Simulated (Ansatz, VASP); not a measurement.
One calculation of Ca, two programs

Contents of INCAR:

```
PREC = Accurate
ENCUT = 520
EDIFF = 1E-6
ISMEAR = -1
SIGMA = 0.04
LREAL = False
LASPH = True
NELM = 60
ALGO = Fast
ISIF = 2
LWAVE = False
LCHARG = True
GGA = PE
LELF = True
LVHAR = True
NBANDS = 11
```

The input KPOINTS:

```
Automatic mesh
0
Gamma
  4 4 4
```

File POSCAR:

```
Ca
1.0
   -2.2400000000      2.2400000000      2.2400000000
    2.2400000000     -2.2400000000      2.2400000000
    2.2400000000      2.2400000000     -2.2400000000
Ca
1
Direct
    0.0000000000      0.0000000000      0.0000000000
```

input.yaml

```yaml
crystal:
  lattice:
    - [-2.24, 2.24, 2.24]
    - [2.24, -2.24, 2.24]
    - [2.24, 2.24, -2.24]
  atoms:
    - { symbol: Ca, position: [0.0, 0.0, 0.0] }
kpoints:
  mp_grid: { grid: [4, 4, 4] }
scf:
  occupations: { method: fermi_dirac, width: 0.04 }
hamiltonian:
  xc: pbe
  pseudopotentials: { kind: all_electron, lapw: { basis_error: 0.002 } }
output:
  forces: true
  stress: true
  eigenvalues: true
```

This isn't the form of Ca at room conditions, which is fcc.

Alike in both runs: task single point; functional PBE; k mesh 4 × 4 × 4; occupations fermi-dirac, width 0.04 eV; no spin polarisation.

|  | VASP | Ansatz |
| --- | --- | --- |
| version | VASP 6.6.1 | Ansatz 0.2.0 |
| potentials or method | VASP PAW PBE potentials, release 64 (Ca_sv) | all-electron LAPW, scalar-relativistic |
| plane-wave cutoff (eV) | 520 | see its input |

|  | VASP | Ansatz | Ansatz less VASP |
| --- | --- | --- | --- |
| gap on the k mesh at the Fermi level (eV) | none | none | - |
| pressure (GPa) | -0.9 | -0.9 | +0.01 |

A gap of «none» marks a metal or a gap that the smearing closes. Ansatz ran all-electron here, so the differences hold the error of VASP's frozen core and of both bases.

Caveats: the k mesh is coarse (spacing up to 0.50 Å⁻¹), so the values aren't converged.
